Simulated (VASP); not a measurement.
A run of VASP 6.6.1:

File INCAR:

```
PREC     = Accurate       # precision mode
ENCUT    = 350            # plane-wave cutoff, eV
EDIFF    = 1E-7           # SCF threshold, eV
ISMEAR   = 0              # smearing method
SIGMA    = 0.02           # smearing width, eV
LREAL    = F              # projectors in reciprocal space
LASPH    = T              # aspherical terms in the spheres
NELM     = 80             # most SCF steps
ALGO     = Normal         # electronic algorithm
ISIF     = 3              # what is computed and relaxed
LWAVE    = F              # write WAVECAR
LCHARG   = F              # write CHGCAR
GGA      = PE             # functional
IBRION   = 2              # ionic algorithm
NSW      = 80             # ionic steps
EDIFFG   = -0.002         # ionic threshold
PSTRESS  = 66.6
```

File KPOINTS:

```
Automatic mesh
0
Gamma
  10 10 10
```

POSCAR

```
NaCl                                    
1.0
    0.0000000000      2.6757400918      2.6757400918
    2.6757400918     -0.0000000000      2.6757400918
    2.6757400918      2.6757400918     -0.0000000000
  Na              Cl            
     1     1
Direct
     0.0000000000000000    0.0000000000000000    0.0000000000000000
     0.5000000000000000    0.5000000000000000    0.5000000000000000
```

Potentials or basis: VASP PAW PBE potentials, release 64 (Na_pv, Cl).

Launch:

```bash
$ cat potpaw_PBE.64/Na_pv/POTCAR potpaw_PBE.64/Cl/POTCAR > POTCAR
$ mpirun -np 1 vasp_std > vasp.out
```

Hardware: 1 thread of Intel(R) Xeon(R) 6975P-C (Granite Rapids) (shared host).

Question: How long does it take, and how much memory?

Answer: Run time: 5.5 s on 1 thread of Intel(R) Xeon(R) 6975P-C (Granite Rapids), on a shared host, peak memory 0.13 GiB. Counts: scf iterations 21, k points 47, ion steps 2.
